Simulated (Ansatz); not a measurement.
# What CsPbCl3 (model cell, started as cubic perovskite with Pb in the octahedra) distorts into

Wanted: the energy along a soft mode of CsPbCl3 (model cell, started as cubic perovskite with Pb in the octahedra) and the structure at the end.

Method: DFT PBEsol, scalar-relativistic, plane waves, PAW; PAW set soft_1, in Ansatz 0.2.0.

## (1) Set-up

Symmetry: Pm-3m, No. 221, cubic system. Conventional cell: a = 5.618 Å, b = 5.618 Å, c = 5.618 Å, α = 90.00°, β = 90.00°, γ = 90.00°. Nearest to Cs lie 12 Cl at 3.97 Å. Pb has 6 Cl at 2.81 Å nearest. Nearest to Cl lie 2 Pb at 2.81 Å and 4 Cs at 3.97 Å. Farther neighbours and most contacts between anions are not listed.

## (2) The dispersion

The cell comes from relaxations at this level that are not shown. Stability and thermal properties need the whole zone. Linear response on a 2×2×2 q mesh gives force constants as far as a supercell of that size would, and the tensors from the zone-centre run are typed in so that the long-range dipole term is interpolated apart.

Input file input.yaml:

```yaml
crystal:
  lattice:
    - [5.6180085334, 0.0, 0.0]
    - [0.0, 5.6180085334, 0.0]
    - [0.0, 0.0, 5.6180085334]
  atoms:
    - { symbol: Cs, position: [0.0, 0.0, 0.0] }
    - { symbol: Pb, position: [0.5, 0.5, 0.5] }
    - { symbol: Cl, position: [0.5, 0.5, 0.0] }
    - { symbol: Cl, position: [0.5, 0.0, 0.5] }
    - { symbol: Cl, position: [0.0, 0.5, 0.5] }
kpoints:
  mp_grid: { grid: [8, 8, 8] }
hamiltonian:
  xc: pbesol
  pseudopotentials: { kind: paw, azcp: { folder: soft_1 }, xc_functional: pbe }
scf:
  occupations: { method: fixed }
output:
  eigenvalues: true
phonons:
  method: dfpt
  qmesh: [2, 2, 2]
  temperatures: { t_max: 1000, t_step: 50 }
  qpath:
    path:
      - [[0.0, 0.0, 0.0], [0.0, 0.5, 0.0], [0.5, 0.5, 0.0], [0.0, 0.0, 0.0], [0.5, 0.5, 0.5], [0.0, 0.5, 0.0]]
      - [[0.5, 0.5, 0.5], [0.5, 0.5, 0.0]]
    npoints: 10
  non_analytic_term:
    high_frequency_dielectric_tensor: [[4.0408, 0.0, 0.0], [0.0, 4.0408, 0.0], [0.0, 0.0, 4.0408]]
    born_effective_charges:
      - { species: Cs, tensor: [[1.3223, 0.0, 0.0], [0.0, 1.3223, 0.0], [0.0, 0.0, 1.3223]] }
      - { species: Pb, tensor: [[3.9499, 0.0, 0.0], [0.0, 3.9499, 0.0], [0.0, 0.0, 3.9499]] }
      - { species: Cl, tensor: [[-0.7258, 0.0, 0.0], [0.0, -0.7258, 0.0], [0.0, 0.0, -3.8207]] }
      - { species: Cl, tensor: [[-0.7258, 0.0, 0.0], [0.0, -3.8207, 0.0], [0.0, 0.0, -0.7258]] }
      - { species: Cl, tensor: [[-3.8207, 0.0, 0.0], [0.0, -0.7258, 0.0], [0.0, 0.0, -0.7258]] }
    source: "zone-centre run at this cell"
```

Launch:

```bash
> ansatz run input.yaml --threads 4 --pin off --max-ram 16384MiB --backend cpu --events-out ev --progress --plain --runs-dir out
```

Numbers of over 12 decimals in the logs are rounded to 6 here.

Output:

```text
Engine: ansatz 0.2.0, aarch64-unknown-linux-gnu
Pseudopotentials: kind: paw
Pseudopotential: Cs, paw, valence charge 9, recommended cutoff 420 eV (normal), soft_1/Cs.paw.azcp
Pseudopotential: Pb, paw, valence charge 14, recommended cutoff 420 eV (normal), soft_1/Pb.paw.azcp
Pseudopotential: Cl, paw, valence charge 7, recommended cutoff 420 eV (normal), soft_1/Cl.paw.azcp
Functional definition: PBEsol
  exchange = pbesol_x
  correlation = pbesol_c
Crystal: 5 atoms, lattice volume = 177.316 Å³
Basis set: ecut = 420 eV, 3431 PW (Γ), exchange–correlation on 80×80×80 points (8 copies of the dense FFT grid, shifted against one another)
Bands: 27, of which v1, the nominal top of the filled ones, is band 22 counted from 1 (21 counted from 0)
Symmetry: 48 space group operations
k-points: 35 of 512
Non-local potential: Cs, projectors of the file, l = 0: 3, l = 1: 2, l = 2: 2, l = 3: 2
Non-local potential: Pb, projectors of the file, l = 0: 2, l = 1: 2, l = 2: 2, l = 3: 1
Non-local potential: Cl, projectors of the file, l = 0: 2, l = 1: 2, l = 2: 1
PAW form: soft (Blöchl's): semilocal exchange-correlation on the pseudo side does not see the compensation charge
PAW frozen core: Cs, regenerated for the run's functional, and the local potential with it (the file was generated under x = pbe(κ = 0.804, μ = 0.219515), c = pbe(β = 0.066725))
PAW frozen core: Pb, regenerated for the run's functional, and the local potential with it (the file was generated under x = pbe(κ = 0.804, μ = 0.219515), c = pbe(β = 0.066725))
PAW frozen core: Cl, regenerated for the run's functional, and the local potential with it (the file was generated under x = pbe(κ = 0.804, μ = 0.219515), c = pbe(β = 0.066725))
PAW one-centre angular grid: Cs, 194 points (default); XC on 64 Gauss nodes
PAW one-centre angular grid: Pb, 590 points (default); XC on 64 Gauss nodes
PAW one-centre angular grid: Cl, 110 points (default); XC on 64 Gauss nodes
Initial density: superposition of atomic densities (chi_scale 0.1, normalization cell, long waves kept (reshape's long-wave potential 0.01 eV rms))
Initial wavefunctions: pseudopotential atomic-orbital guess
Functional: x = pbesol(κ = 0.804, μ = 0.123457), c = pbesol(β = 0.046)
SCF iter   1: F=—  HF=-20534.057177 eV  |F-HF|=—  |Δ(HF+E_count)|=         —  Δρ=2.39e-2  dr2=2.20e0  ethr=3.10e-3  ⟨swp⟩=5.0  Hψ=3962  notcnv=0  defer=61
preconditioner: auto → Resta (q_TF=auto, 2.163 Å⁻¹)  ε∞=3.0  [insulator: Δε(μ)=1.494 eV  Ē_g=12.631 eV  n_scr=26 (ndim 8)  ℏωp=18.1 eV  f_vac=0.014  ε∞_Penn≈3.0]
SCF iter   2: F=—  HF=-20533.316875 eV  |F-HF|=—  |Δ(HF+E_count)|=   7.40e-1  Δρ=1.08e-2  dr2=6.67e-1  ethr=3.10e-3  ⟨swp⟩=3.6  Hψ=2169  notcnv=0  defer=73
SCF iter   3: F=—  HF=-20532.999035 eV  |F-HF|=—  |Δ(HF+E_count)|=   3.18e-1  Δρ=3.19e-3  dr2=5.25e-2  ethr=1.52e-3  ⟨swp⟩=3.7  Hψ=2167  notcnv=0  defer=94
SCF iter   4: F=—  HF=-20532.980830 eV  |F-HF|=—  |Δ(HF+E_count)|=   1.82e-2  Δρ=1.16e-3  dr2=3.28e-3  ethr=1.19e-4  ⟨swp⟩=3.0  Hψ=1786  notcnv=0  defer=96
SCF iter   5: F=—  HF=-20532.982002 eV  |F-HF|=—  |Δ(HF+E_count)|=   1.17e-3  Δρ=1.95e-4  dr2=7.22e-5  ethr=7.46e-6  ⟨swp⟩=2.9  Hψ=1551  notcnv=0  defer=102
SCF iter   6: F=—  HF=-20532.982110 eV  |F-HF|=—  |Δ(HF+E_count)|=   1.08e-4  Δρ=2.58e-5  dr2=1.23e-6  ethr=1.64e-7  ⟨swp⟩=2.0  Hψ=1698  notcnv=0  defer=102
SCF iter   7: F=—  HF=-20532.982116 eV  |F-HF|=—  |Δ(HF+E_count)|=   6.07e-6  Δρ=7.04e-6  dr2=6.40e-8  ethr=2.80e-9  ⟨swp⟩=2.0  Hψ=1676  notcnv=0  defer=94
SCF iter   8: F=—  HF=-20532.982116 eV  |F-HF|=—  |Δ(HF+E_count)|=   3.37e-8  Δρ=1.34e-6  dr2=2.78e-9  ethr=1.46e-10  ⟨swp⟩=2.0  Hψ=1645  notcnv=0  defer=94
SCF iter   9: F=—  HF=-20532.982116 eV  |F-HF|=—  |Δ(HF+E_count)|=   2.20e-9  Δρ=2.31e-7  dr2=9.68e-11  ethr=6.32e-12  ⟨swp⟩=2.0  Hψ=1645  notcnv=0  defer=94
SCF iter  10: F=-20532.982116 eV  HF=-20532.982116 eV  |F-HF|=1.09e-11  |Δ(HF+E_count)|=  2.18e-10  Δρ=4.09e-8  dr2=5.08e-12  ethr=1.00e-12  ⟨swp⟩=16.4  Hψ=7232  notcnv=0
SCF 1 converged in 10 iterations: F = -20532.982116 eV  dr2 = 5.08e-12
  greatest PAW one-centre occupation: 0.982 electrons in one spin orbital (limit 2), on the Pb atom at site 1 (counted from 0), in its partial waves of l = 2
NSCF: frozen V_eff on 35 k-points
NSCF: frozen V_eff on 125 k-points
DFPT response loops at q = (0, 0, 0) (fractional): preconditioner auto → Resta (q_TF=auto, 2.163 Å⁻¹)  ε∞=5.7 (no band partly filled); β = 1.00, the filter's whole step (`scf.mixing.beta` (0.50) is not read by the response loops at its default; to damp them type it under 1.00, their step now; it binds the ground state too); Broyden in place of MSR1
NSCF: frozen V_eff on 250 k-points
DFPT response loops at q = (0, 0, -0.5) (fractional): mixed as the last ones told, above
NSCF: frozen V_eff on 250 k-points
DFPT response loops at q = (0, -0.5, -0.5) (fractional): mixed as the last ones told, above
NSCF: frozen V_eff on 250 k-points
DFPT response loops at q = (-0.5, -0.5, -0.5) (fractional): mixed as the last ones told, above
SCF converged after 10 iterations
Free energy (F): -20532.982116 eV
Harris-Foulkes:  -20532.982116 eV  (|F-HF|=1.09e-11)
Internal energy: -20532.982116 eV  (E = F + TS)
E sigma→0 (E₀):  -20532.982116 eV
Fermi energy:    3.945302 eV
--- Per-component energies (eV) ---
  E_band       = -238.535051
  E_kinetic    = 892.681841
  E_local      = -2616.653482  (includes V_loc(G=0)·N_el)
  E_nonlocal   = 426.044347
  E_hartree    = 983.169164
  E_xc         = -702.554641
  E_vxc        = -624.683971  (∫ρ·V_xc dr)
  E_paw        = -17141.423365  (= ΣΔE_a)
  E_vpaw       = -282.262405  (= ΣTr[D̂ρ^β])
  E_aug_tail   = 0.000327  (compensation charges beyond the density's cutoff)
  E_ewald      = -2374.687937
  E_core_change = 0.441631  (= ΣΔE_core)
  E_smearing   = -0.000000  (= −TS)
  E_closure    = 0.000000  (closes the sum)
  Σ components = -20532.982116   (vs F -20532.982116, Δ=0.00e0)
--- Band table (eV; the first three rows and the last of 35) ---
  k-point 0: bands = [... 18 lower, 1.3664, 1.4719, 1.4719, 1.4719, 7.1954, 8.2031, 8.2031, 9.0891, ... 1 higher]
  k-point 1: bands = [... 18 lower, 1.3516, 1.4558, 1.4558, 1.4698, 7.3457, 8.3071, 8.3154, 9.1366, ... 1 higher]
  k-point 2: bands = [... 18 lower, 1.3156, 1.4170, 1.4170, 1.5569, 7.7025, 8.5096, 8.6113, 8.7342, ... 1 higher]
  k-point 34: bands = [... 18 lower, 1.7969, 1.7969, 1.7969, 3.9453, 5.7875, 5.7875, 5.7875, 8.9618, ... 1 higher]
--- Phonons (Γ-DFPT): 4 representative perturbations + reference (Σ response iterations 15) ---
  ASR residual: 5.114e-5 → 0.000e0 eV/Å²; symmetrization residual: 3.862e-5 eV/Å²
  ASR residual per site (eV/Å²): 2.04e-5 4.84e-6 5.11e-5 5.11e-5 5.11e-5
  Γ frequencies (cm⁻¹): -21.53 -21.53 -21.53 0.00 0.00 0.00 20.32 20.32 20.32 51.77 51.77 51.77 136.27 136.27 136.27
--- Phonons (arbitrary-q DFPT): 4 irreducible q on the 2×2×2 mesh ---
  q = [0.0000, 0.0000, 0.0000] (star 1, of the zone-centre solve; hermiticity 3.14e-5, symmetrization 2.83e-12): -21.53 -21.53 -21.53 -0.00 -0.00 -0.00 20.32 20.32 20.32 51.77 51.77 51.77 136.27 136.27 136.27
  q = [0.0000, 0.0000, -0.5000] (star 3, 9 solved perturbations in 975 linear systems a pass and spin channel, the states on 125 of 512 k-point pairs; hermiticity 7.27e-6, symmetrization 2.16e-12): -13.29 -13.29 10.52 10.52 35.23 38.61 42.94 42.94 43.82 43.82 52.10 110.91 136.48 136.48 248.14
  q = [0.0000, -0.5000, -0.5000] (star 3, 9 solved perturbations in 975 linear systems a pass and spin channel, the states on 125 of 512 k-point pairs; hermiticity 5.61e-6, symmetrization 1.89e-13): -47.54 -20.58 -20.58 7.88 34.67 41.34 41.34 45.25 45.25 87.55 102.63 102.63 136.57 220.88 256.91
  q = [-0.5000, -0.5000, -0.5000] (star 1, 4 solved perturbations in 350 linear systems a pass and spin channel, the states on 125 of 512 k-point pairs; hermiticity 7.16e-7, symmetrization 1.50e-11): -47.99 -47.99 -47.99 -11.66 -11.66 -11.66 80.88 80.88 80.88 98.51 98.51 98.51 220.60 220.60 262.90
  sum rule: each row above includes the acoustic sum rule's correction from the zone centre's row sums; it moved no ω² by more than (0.63 cm⁻¹)²
  mesh force constants: q→R imaginary residual 6.57e-18; ASR residual 5.114e-5 → 0.000e0 eV/Å²; symmetrization residual 7.994e-15 eV/Å²
  interpolated dispersion: 63 rows × 15 modes
  density of states and harmonic sums: on the 12×12×12 q-mesh, interpolated from the force constants of a 2×2×2 supercell (with the dipole–dipole term of supplied tensors)
  largest difference from the sums on the solved wave vectors: F 3.48e-2 eV, S 3.65e-5 and C_V 1.56e-5 eV/K
  zero-point energy: 0.064406 eV/cell   skipped modes (ω ≤ 0): 289, of them read as no rigid motion or as one in doubt: 286 (3.394e0 modes/cell left out, lowest -47.99 cm⁻¹)   left out of the sums: 2.26e-1 of the cell's modes: C_V's classical limit lies that fraction below 3 k_B per atom; for a crystal, a wire or a layer, F and S can be off by more, and a phonons.interpolated_qmesh denser along its periods is the remedy for the sampling
```

Elapsed: 6.8 min, on 4 threads of Arm Neoverse V1, shared host; peak memory 1.9 GiB; 27 min of CPU time.

Reading the cycles: dr2 is the Hartree energy of the density residual (eV), the measure of convergence; HF is the Harris–Foulkes estimate of the energy, which meets the free energy F at convergence.

This step gave:

- gap on the k-mesh: 1.842 eV
- volume per atom: 35.46 Å³
- sum-rule residual before enforcement: 5.11e-5 eV/Å²
- lowest frequency on the path: -47.99 cm⁻¹
- point group: m-3m
- highest frequency on the path or at a solved wavevector: 262.9 cm⁻¹
- highest optical mode at the zone centre (no LO-TO term): 136.3 cm⁻¹
- lowest optical zone-centre mode: -21.53 cm⁻¹
- lowest mode on the q mesh (acoustic modes at Γ apart): -47.99 cm⁻¹

Frequencies (cm⁻¹) solved at each irreducible wavevector; negative means imaginary. Frequencies by wavevector, by row:

| q in reciprocal lattice units | star | mode 1 | mode 2 | mode 3 | mode 4 | mode 13 | mode 14 | mode 15 |
| --- | --- | --- | --- | --- | --- | --- | --- | --- |
| 0 0 0 | 1 | -21.5 | -21.5 | -21.5 | 0 | 136.3 | 136.3 | 136.3 |
| 0 0 -0.5 | 3 | -13.3 | -13.3 | 10.5 | 10.5 | 136.5 | 136.5 | 248.1 |
| 0 -0.5 -0.5 | 3 | -47.5 | -20.6 | -20.6 | 7.9 | 136.6 | 220.9 | 256.9 |
| -0.5 -0.5 -0.5 | 1 | -48 | -48 | -48 | -11.7 | 220.6 | 220.6 | 262.9 |

Interpolated from a 2×2×2 q mesh, with the LO-TO term (at Γ the limit along the path; where Γ stands inside the path, tables give the limit on arrival). Phonon branches along the path, in cm⁻¹:

| point | branch 1 | branch 2 | branch 3 | branch 4 | branch 12 | branch 13 | branch 14 | branch 15 |
| --- | --- | --- | --- | --- | --- | --- | --- | --- |
| Γ | -22 | -22 | 0 | 0 | 56 | 136 | 136 | 232 |
| halfway | -18 | -18 | 10 | 10 | 88 | 136 | 136 | 240 |
| X | -13 | -13 | 10 | 10 | 111 | 136 | 136 | 248 |
| halfway | -35 | -14 | -8 | 7 | 107 | 136 | 188 | 249 |
| M | -48 | -21 | -21 | 8 | 103 | 137 | 221 | 257 |
| halfway | -28 | -14 | -13 | 17 | 88 | 136 | 176 | 236 |
| Γ | -22 | -22 | 0 | 0 | 56 | 136 | 136 | 232 |
| halfway | -29 | -25 | -25 | 9 | 88 | 178 | 178 | 235 |
| R | -48 | -48 | -48 | -12 | 98 | 221 | 221 | 263 |
| halfway | -37 | -33 | -25 | -9 | 105 | 180 | 194 | 250 |
| X | -13 | -13 | 10 | 10 | 111 | 136 | 136 | 248 |
| jump to R | -48 | -48 | -48 | -12 | 98 | 221 | 221 | 263 |
| halfway | -48 | -36 | -36 | -5 | 101 | 186 | 221 | 257 |
| M | -48 | -21 | -21 | 8 | 103 | 137 | 221 | 257 |

Symmetry leaves 4 wavevectors to solve. The lowest mode among them, the acoustic zeros apart, lies at q = (-0.5, -0.5, -0.5) and is imaginary, 48.0i cm⁻¹, so the energy falls along it.

## (3) The mode frozen in, largest atomic shift 0 Å

The mode followed lies at q = (0, -0.5, -0.5) with frequency 47.5i cm⁻¹, one of the unstable modes though not the softest. At small amplitude the distorted cell has space group no. 127 by a symmetry search on the positions. The undistorted cell that holds it gives the zero of energy on the same k mesh.

System of this step: CsPbCl3 (model cell, started as cubic perovskite with Pb in the octahedra). Symmetry: Pm-3m, No. 221, cubic system. Conventional cell: a = 5.618 Å, b = 5.618 Å, c = 5.618 Å, α = 90.00°, β = 90.00°, γ = 90.00°. Cs has 12 Cl at 3.97 Å nearest. Nearest to Pb lie 6 Cl at 2.81 Å. Nearest to Cl lie 2 Pb at 2.81 Å and 4 Cs at 3.97 Å. Cl has 2 Pb at 2.81 Å and 4 Cs at 3.97 Å nearest. Farther neighbours and most contacts between anions are not listed.

Input file input.yaml:

```yaml
crystal:
  lattice:
    - [-5.6180085334, 0.0, 0.0]
    - [0.0, -5.6180085334, -5.6180085334]
    - [0.0, -5.6180085334, 5.6180085334]
  atoms:
    - { symbol: Cs, position: [0.0, 0.0, 0.0] }
    - { symbol: Cs, position: [0.0, 0.5, 0.5] }
    - { symbol: Pb, position: [0.5, 0.0, 0.5] }
    - { symbol: Pb, position: [0.5, 0.5, 0.0] }
    - { symbol: Cl, position: [0.5, 0.25, 0.25] }
    - { symbol: Cl, position: [0.5, 0.75, 0.75] }
    - { symbol: Cl, position: [0.5, 0.75, 0.25] }
    - { symbol: Cl, position: [0.5, 0.25, 0.75] }
    - { symbol: Cl, position: [1.0, 0.0, 0.5] }
    - { symbol: Cl, position: [1.0, 0.5, 0.0] }
kpoints:
  mp_grid: { grid: [6, 6, 6] }
hamiltonian:
  xc: pbesol
  pseudopotentials: { kind: paw, azcp: { folder: soft_1 }, xc_functional: pbe }
scf:
  occupations: { method: gaussian, width: 0.02 }
output:
  forces: true
  stress: true
  eigenvalues: true
```

Output:

```text
[...]
Crystal: 10 atoms, lattice volume = 354.631 Å³
Basis set: ecut = 420 eV, 6899 PW (Γ), exchange–correlation on 80×108×108 points (8 copies of the dense FFT grid, shifted against one another)
Bands: 54, of which v1, the nominal top of the filled ones, is band 44 counted from 1 (43 counted from 0)
Symmetry: 32 space group operations
[...]
k-points: 40 of 216
[...]
k-point 0: bands = [... 40 lower, 1.4721, 1.4721, 1.7865, 3.1386, 6.3805, 6.3805, 7.1954, 8.2030, ... 4 higher]
  k-point 1: bands = [... 40 lower, 1.4568, 1.4786, 1.7464, 2.8612, 6.6294, 6.6885, 7.3292, 8.2979, ... 4 higher]
  k-point 2: bands = [... 40 lower, 1.4747, 1.5101, 1.6627, 2.2683, 7.2750, 7.3678, 7.6752, 8.5189, ... 4 higher]
  k-point 39: bands = [... 40 lower, 1.7871, 1.7871, 3.1391, 3.1391, 6.3805, 6.3805, 6.3806, 6.3806, ... 4 higher]
[key lines of the parts left out:]
SCF converged after 8 iterations
Free energy (F): -41065.963341 eV
Fermi energy:    4.866231 eV
P = ⅓ Tr σ = 0.0024 GPa (0.024 kbar)
```

Elapsed: 15 s, on 4 threads; peak memory 1.1 GiB; 57 s of CPU time.

This step gave:

* pressure: 0.002408 GPa
* energy from the undistorted cell: 0 meV/atom

At this level the gap is 1.84 eV on the k-mesh of the self-consistent run, which can miss the band edges.

## (4) The mode frozen in, largest atomic shift 0.6 Å

The atoms are moved along the unstable eigenvector, the largest shift by 0.6 Å, with the cell fixed.

input.yaml, the sections that differ from step 3:

```yaml
crystal:
  lattice:
    - [-5.6180085334, 0.0, 0.0]
    - [0.0, -5.6180085334, -5.6180085334]
    - [0.0, -5.6180085334, 5.6180085334]
  atoms:
    - { symbol: Cs, position: [0.0, 0.0, 0.0] }
    - { symbol: Cs, position: [0.0, 0.5, 0.5] }
    - { symbol: Pb, position: [0.5, 0.0, 0.5] }
    - { symbol: Pb, position: [0.5, 0.5, 0.0] }
    - { symbol: Cl, position: [0.5, 0.3033997053, 0.3033997053] }
    - { symbol: Cl, position: [0.5, 0.6966002947, 0.6966002947] }
    - { symbol: Cl, position: [0.5, 0.8033997053, 0.1966002947] }
    - { symbol: Cl, position: [0.5, 0.1966002947, 0.8033997053] }
    - { symbol: Cl, position: [1.0, 0.0, 0.5] }
    - { symbol: Cl, position: [1.0, 0.5, 0.0] }
# kpoints, hamiltonian, scf, output: as in step 3
```

Output:

```text
[...]
Crystal: 10 atoms, lattice volume = 354.631 Å³
Basis set: ecut = 420 eV, 6899 PW (Γ), exchange–correlation on 80×108×108 points (8 copies of the dense FFT grid, shifted against one another)
Bands: 54, of which v1, the nominal top of the filled ones, is band 44 counted from 1 (43 counted from 0)
Symmetry: 16 space group operations
[...]
k-points: 40 of 216
[...]
k-point 0: bands = [... 40 lower, 1.5167, 1.5167, 1.6481, 2.7335, 6.2964, 6.2964, 7.3540, 8.2533, ... 4 higher]
  k-point 1: bands = [... 40 lower, 1.4637, 1.5170, 1.6896, 2.5362, 6.4676, 6.5326, 7.4955, 8.3476, ... 4 higher]
  k-point 2: bands = [... 40 lower, 1.4263, 1.5094, 1.7161, 2.1126, 6.9382, 7.0905, 7.8276, 8.3390, ... 4 higher]
  k-point 39: bands = [... 40 lower, 1.6686, 1.6686, 2.8556, 2.8556, 6.1472, 6.1472, 6.2273, 6.2273, ... 4 higher]
[key lines of the parts left out:]
SCF converged after 8 iterations
Free energy (F): -41066.062534 eV
Fermi energy:    4.622112 eV
P = ⅓ Tr σ = -0.4740 GPa (-4.740 kbar)
```

The job ended after 15 s (4 threads; peak memory 1.1 GiB).

Numbers from this step:

```yaml
pressure: -0.4740 GPa
gap_on_the_k_mesh: 2.180 eV
energy_from_the_undistorted_cell: -9.919 meV/atom
```

The energy, extrapolated to zero smearing, is -9.92 meV/atom against the undistorted cell.

The run ends at a pressure of -0.47 GPa, with forces up to 0.0050 eV/Å.

## (5) Energy along the mode, all amplitudes (two of the runs are shown above)

An imaginary frequency means negative curvature, so the energy should fall and then rise again as anharmonic terms take over.

This step gave:

- depth at the lowest point sampled: 9.919 meV/atom
- largest atomic shift at that point: 0.6 Å

Energy from the parent against largest atomic shift:

| largest atomic shift (Å) | energy from the parent (meV/atom) |
| --- | --- |
| 0.000 | 0 |
| 0.040 | -0.094 |
| 0.080 | -0.373 |
| 0.140 | -1.12 |
| 0.220 | -2.63 |
| 0.320 | -5.07 |
| 0.450 | -8.24 |
| 0.600 | -9.92 |

Displacement at unit largest shift by atom:

| atom | x (Å) | y (Å) | z (Å) | size |
| --- | --- | --- | --- | --- |
| Cs1 | 0.00 | 0.00 | 0.00 | 0.00 |
| Cs2 | 0.00 | 0.00 | 0.00 | 0.00 |
| Pb3 | 0.00 | 0.00 | 0.00 | 0.00 |
| Pb4 | 0.00 | 0.00 | 0.00 | 0.00 |
| Cl5 | 0.00 | -1.00 | 0.00 | 1.00 |
| Cl6 | 0.00 | 1.00 | 0.00 | 1.00 |
| Cl7 | 0.00 | 0.00 | -1.00 | 1.00 |
| Cl8 | 0.00 | 0.00 | 1.00 | 1.00 |
| Cl9 | 0.00 | 0.00 | 0.00 | 0.00 |
| Cl10 | 0.00 | 0.00 | 0.00 | 0.00 |

The lowest of the steps tried is the last one, at 0.6 Å, 9.92 meV/atom below the parent; the bottom of the well need not coincide with a step.

[end of part 1 of 2]

[Logs are printed without paths, hosts, clocks, repeated set-up lines and the standing remarks that a program may print on its own settings, such as how far it seeks lower states.]

[Hosts, paths, dates, database ids (printed as entryN), source tags and the programs' standing remarks are cut or masked in the printed files.]
